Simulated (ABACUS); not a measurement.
Crystal: MgO.

```xyz
2
Lattice="0.0000 2.0970 2.0970 2.0970 0.0000 2.0970 2.0970 2.0970 0.0000" Properties=species:S:1:pos:R:3 pbc="T T T"
Mg    0.0000    0.0000    0.0000
O     2.0970    2.0970    2.0970
```

The cell is a database's computed one.

Base run:

```yaml
Program: ABACUS 3.10.1
Functional: B86bPBE
Potentials_or_basis: Ansatz NC PBE
Cutoff: 1252 eV
Density_cutoff: 5007 eV
Basis: plane waves
k_mesh: 9 × 9 × 9
Occupations: fermi-dirac, width 0.05 eV
Spin: no spin polarisation
```

Its results: band gap on the k mesh 4.92 eV, direct; pressure 7.6 GPa.

The run is repeated on the same cell with these changes: functional from B86bPBE to PBE; potentials or basis from Ansatz NC PBE to GBRV ultrasoft 1.5 PBE; cutoff from 1252 eV to 544 eV; density cutoff from 5007 eV to 4354 eV. What comes out?

Band gap on the k mesh 4.89 eV, direct; pressure 7.1 GPa.

Caveats: the potentials were made for another functional, which shifts forces and pressure (some runs).

